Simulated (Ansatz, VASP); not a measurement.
**CsI: VASP beside Ansatz**

INCAR

```
SYSTEM = CsI
PREC     = Accurate       ! precision mode
ENCUT    = 600            ! plane-wave cutoff, eV
EDIFF    = 1E-7           ! SCF threshold, eV
ISMEAR   = 0              ! smearing method
SIGMA    = 0.02           ! smearing width, eV
LREAL    = .False.        ! projectors in reciprocal space
LASPH    = .True.         ! aspherical terms in the spheres
NELM     = 80             ! most SCF steps
ALGO     = Fast           ! electronic algorithm
ISIF     = 3              ! what is computed and relaxed
LWAVE    = .False.        ! write WAVECAR
LCHARG   = .False.        ! write CHGCAR
GGA      = PS             ! functional
IBRION   = 2              ! ionic algorithm
NSW      = 100            ! ionic steps
EDIFFG   = -0.005         ! ionic threshold
```

File KPOINTS:

```
Automatic mesh
0
Gamma
  6 6 6
  0 0 0
```

POSCAR

```
CsI
1.0
    4.5667000000      0.0000000000      0.0000000000
    0.0000000000      4.5667000000      0.0000000000
    0.0000000000      0.0000000000      4.5667000000
Cs I
1 1
Direct
    0.0000000000      0.0000000000      0.0000000000
    0.5000000000      0.5000000000      0.5000000000
```

Input for Ansatz:

```yaml
crystal:
  lattice:
    - [4.5667, 0.0, 0.0]
    - [0.0, 4.5667, 0.0]
    - [0.0, 0.0, 4.5667]
  atoms:
    - { symbol: Cs, position: [0.0, 0.0, 0.0] }
    - { symbol: I, position: [0.5, 0.5, 0.5] }
basis:
  ecutwfc: 420
kpoints:
  mp_grid: { grid: [6, 6, 6] }
hamiltonian:
  xc: pbesol
scf:
  occupations: { method: gaussian, width: 0.02 }
output:
  forces: true
  stress: true
  eigenvalues: true
relax:
  adjacent_minimum: "off"
  f_tol: 0.005
  max_steps: 80
  cell: { stress_tol: 0.05 }
```

Alike in both runs: task relaxation of cell and atoms; functional PBEsol; k mesh 6 × 6 × 6; occupations gaussian, width 0.02 eV; no spin polarisation.

|  | VASP | Ansatz |
| --- | --- | --- |
| version | VASP 6.6.1 | Ansatz 0.2.0 |
| potentials or method | VASP PAW PBE potentials, release 64 (Cs_sv, I) | scalar-relativistic, plane waves, PAW |
| plane-wave cutoff (eV) | 600 | 420 |
| valence electrons in the cell | 16 | 26 |

Ansatz gave:

| Quantity | Value |
| --- | --- |
| gap on the k mesh at the Fermi level, each at its own relaxed structure (eV) | 3.85 |
| relaxed volume (Å³/atom) | 45.66 |
| relaxed cell length with the largest relative difference (Å) | 4.503 |
| energy change over the relaxation (meV/atom) | -3 |

**Question.** Which values does VASP return?

**Answer.** gap on the k mesh at the Fermi level, each at its own relaxed structure (eV): 3.82; relaxed volume (Å³/atom): 45.91; relaxed cell length with the largest relative difference (Å): 4.512; energy change over the relaxation (meV/atom): -2.

The two sets of potentials don't hold the same shells in valence.

Caveats: the PAW data sets were made with another functional, which shifts forces and pressure a little (VASP); spin-orbit coupling is left out, which moves the levels of the heavy elements. A hybrid or GW would open this gap; PBEsol tends to underestimate it. A k mesh can miss the band edges.
